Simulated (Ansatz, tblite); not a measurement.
PbO: GFN2-xTB, run from Python

These are simulated results from tblite 0.8.0, not measurements. The cell began as a measured structure and was relaxed with r2SCAN+rVV10 in plane waves (Ansatz 0.2.0). All runs are without spin polarisation.

The symmetry is Pbcm (No. 57, orthorhombic); a = 5.931 Å, b = 5.501 Å, c = 4.708 Å in the conventional setting, 19.20 Å³ an atom. Pb has 4 O at 2.23–2.46 Å; O has 4 Pb at 2.23–2.46 Å.

tblite solves periodic systems at the zone centre alone, so the script builds a cluster of 2×2×2 conventional cells (64 atoms), which folds in a coarse mesh of k points.

run.py reads:

```python
import json
from ase import Atoms
from ase.build import make_supercell
from ase.units import Bohr, GPa, Hartree
from tblite.interface import Calculator

atoms = Atoms(['Pb', 'Pb', 'Pb', 'Pb', 'O', 'O', 'O', 'O'],
              cell=[[5.93089429, 0.0, 0.0], [0.0, 5.50124295, 0.0], [0.0, 0.0, 4.70823973]],
              scaled_positions=[[0.22979476, -0.010754368, 0.25], [0.77020524, 1.010754368, 0.75], [0.22979476, 0.510754368, 0.75], [0.77020524, 0.489245632, 0.25], [0.866888911, 0.092509223, 0.25], [0.133111089, 0.907490777, 0.75], [0.866888911, 0.407490777, 0.75], [0.133111089, 0.592509223, 0.25]],
              pbc=True)
cluster = make_supercell(atoms, [[2, 0, 0], [0, 2, 0], [0, 0, 2]])
calc = Calculator('GFN2-xTB', cluster.numbers, cluster.positions / Bohr, lattice=cluster.cell[:] / Bohr, periodic=cluster.pbc)
calc.set('temperature', 0.02 / Hartree)
calc.set('max-iter', 150)
res = calc.singlepoint()
levels = res.get('orbital-energies') * Hartree
nv = round(res.get('orbital-occupations').sum() / 2)
cells = len(cluster) // len(atoms)
out = {'energy_per_cell': res.get('energy') * Hartree / cells, 'homo': levels[nv - 1], 'lumo': levels[nv],
       'stress': (-res.get('virial') * Hartree / cluster.get_volume() / GPa).tolist(), 'charges': res.get('charges')[:len(atoms)].tolist(), 'electrons': 2 * nv / cells}
json.dump(out, open('results.json', 'w'))
for key, value in out.items():
    print(key, value)
```

Command: `python run.py`. It took 2.4 s on 1 thread of Intel(R) Xeon(R) 6975P-C (Granite Rapids), on a shared host, peak memory 0.097 GiB.

Output:

```
------------------------------------------------------------
  cycle        total energy    energy error   density error
------------------------------------------------------------
      1     -195.9267621216  -1.9605546E+02   4.3991338E-01
      2     -204.1028910800  -8.1761290E+00   1.3643305E-01
      3     -204.5511106785  -4.4821960E-01   7.7226824E-02
      4     -204.3416036913   2.0950699E-01   7.1308497E-02
      5     -204.6073365470  -2.6573286E-01   1.3894351E-02
      6     -204.6156816679  -8.3451209E-03   1.4695777E-03
      7     -204.6155366864   1.4498151E-04   1.8339034E-03
      8     -204.6156903409  -1.5365450E-04   1.5915417E-04
      9     -204.6156912589  -9.1808164E-07   2.4090876E-05
     10     -204.6156912633  -4.3602313E-09   2.1013855E-05
     11     -204.6156912838  -2.0508054E-08   2.4099455E-06
------------------------------------------------------------

 total:                                   2.043 sec
energy_per_cell -695.9845702708318
homo -12.552046013878948
lumo -10.169489231581862
stress [[8.362100770338719, 6.60978601054298e-06, -1.647843454434205e-08], [6.6097860105233635e-06, 8.27206106823253, -3.932041488023182e-06], [-1.6478434531852484e-08, -3.932041488058069e-06, 4.765600587127115]]
charges [0.45072987497940176, 0.45070436564714234, 0.4507129632613187, 0.4507091824494589, -0.450715206531066, -0.45071334921980677, -0.4507131754460125, -0.4507147608015847]
electrons 40.0
```

The cycle table is in hartree for the whole cluster, and the lines after it are in eV (the energy for one cell). The printed stress is in GPa and positive in compression, and the pressure is its mean diagonal.

GFN2-xTB gives a gap of 2.38 eV. On the same cell, plane-wave PBE (Ansatz, 4×6×6 k points and the special points) gives a gap of 2.08 eV and r2SCAN a gap of 2.46 eV; on shared hosts these took about 11 and 24 core-seconds on the 8-atom cell, against 2.4 for the script. Spin-orbit coupling, left out in all these runs, can cut or reorder the gap by tenths of an eV, up to about 1 eV with Pb or Bi. xTB was fitted to molecules, so gaps, charges and pressures of solids can be far off, and the gap also depends on the size of the cluster.

The same script was run on cells scaled at fixed shape and fractional coordinates:

```tsv
volume (Å³/atom)	energy (meV/atom)	pressure (GPa, positive in compression)	gap (eV)
16.90	195.3	20.97	2.53
18.05	73.3	13.56	2.45
19.20	0.0	7.13	2.38
20.35	-33.6	2.37	2.32
21.51	-38.1	-0.83	2.26
```

A Birch-Murnaghan fit puts the minimum at 21.10 Å³/atom, 9.9 % above the given cell, with a bulk modulus of 65.3 GPa at fixed shape.

xTB was fitted mostly to molecules, and a small cluster samples few k points, so gaps, pressures and kinks along a curve can be far from a solid's.

Spin-orbit coupling is left out; in compounds of Pb, Bi, Tl or Hg it can lower a gap by up to about 1 eV, split its edges or invert the bands.
